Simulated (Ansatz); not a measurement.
# TePb: the cost of one run

Computed with Ansatz 0.2.0 (DFT PBEsol, scalar-relativistic, plane waves, PAW, unless a step's input says otherwise).

1 further run of the same task is left out (set aside as unsound or not needed).

**1. The structure to begin with**

It takes space group Fm-3m (No. 225, cubic). The conventional cell has a = 6.454 Å, b = 6.454 Å, c = 6.454 Å, α = 90.00°, β = 90.00°, γ = 90.00°. Te (site symmetry m-3m) is surrounded by 6 Pb at 3.23 Å. Around Pb (site symmetry m-3m) lie 6 Te at 3.23 Å.

Coordinates:

```cif
data_structure
_symmetry_space_group_name_H-M 'P 1'
_symmetry_Int_Tables_number 1
_cell_length_a 4.5637
_cell_length_b 4.5637
_cell_length_c 4.5637
_cell_angle_alpha 60.000
_cell_angle_beta 60.000
_cell_angle_gamma 60.000
_cell_volume 67.21
loop_
_atom_site_label
_atom_site_type_symbol
_atom_site_fract_x
_atom_site_fract_y
_atom_site_fract_z
_atom_site_occupancy
Te1 Te 0.50000 0.50000 0.50000 1
Pb1 Pb 0.00000 0.00000 0.00000 1
```

The structure comes from the Crystallography Open Database.

**2. One atom moved**

The change: atom 1 (Te) moved by 0.15 Å.

Contents of input.yaml:

```yaml
crystal:
  lattice:
    - [0.0, 3.227, 3.227]
    - [3.227, 0.0, 3.227]
    - [3.227, 3.227, 0.0]
  atoms:
    - { symbol: Te, position: [0.5232414007, 0.4767585993, 0.5232414007] }
    - { symbol: Pb, position: [0.0, 0.0, 0.0] }
basis:
  ecutwfc: 420
kpoints:
  mp_grid: { grid: [8, 8, 8] }
hamiltonian:
  xc: pbesol
scf:
  occupations: { method: gaussian, width: 0.02 }
output:
  forces: true
  stress: true
  eigenvalues: true
```

Run with:

```bash
ansatz run input.yaml --threads 1 --pin off --max-ram 1331MiB --backend cpu --events-out ev --progress --plain --runs-dir out
```

Q: Estimate wall time and peak memory on 1 thread of an x86-64 CPU, shared host.

About 3.5 s, with a peak of 0.42 GiB.
